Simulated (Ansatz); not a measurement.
Crystal: Ag.

```xyz
4
Lattice="2.8862 0.0000 0.0000 -1.4431 2.4995 0.0000 0.0000 0.0000 10.0000" Properties=species:S:1:pos:R:3 pbc="T T T"
Ag    0.0000    0.0000    5.0000
Ag    0.0000    0.0000    0.0000
Ag    1.4431    0.8332    7.5000
Ag    0.0000    1.6663    2.5000
```

This isn't the form of Ag at room conditions, which is fcc.

- Program: Ansatz 0.2.0
- Task: single point
- Functional: PBEsol
- Potentials or basis: Ansatz PAW
- Cutoff: 420 eV (not typed: the program's choice for these potentials)
- k mesh: 11 × 11 × 3
- Occupations: fermi-dirac, width 0.05 eV
- Spin: no spin polarisation

On this cell: pressure -7.1 GPa; largest force under 0.003 eV/Å; band gap on the k mesh none (metal or under the smearing width).

The same run follows on a disturbed copy (atoms moved at random, drawn with an rms of 0.05 Å):

```
Ag
1.0
     2.88620    0.00000    0.00000
    -1.44310    2.49952    0.00000
     0.00000    0.00000   10.00000
Ag
4
Direct
  0.99215 0.96562 0.50082
  0.00119 0.00955 0.00648
  0.66805 0.34516 0.75186
  0.33822 0.66721 0.24793
```

Question: What changes?

Answer: The energy (extrapolated to zero smearing) moves by +2.8 meV/atom; pressure -7.0 GPa; largest force 0.217 eV/Å; band gap on the k mesh none (metal or under the smearing width).

Forces on the atoms (eV/Å):
```
Ag  -0.011  0.049 -0.008
Ag   0.008 -0.008 -0.217
Ag   0.007 -0.033  0.038
Ag  -0.005 -0.009  0.187
```

Stress tensor (GPa, compression positive):
```
-5.97  0.04 -0.04
 0.04 -5.91 -0.03
-0.04 -0.03 -9.09
```

Caveats: the PAW data sets come from PBE, with cores solved anew for the run's functional, which leaves a small shift of forces and pressure.
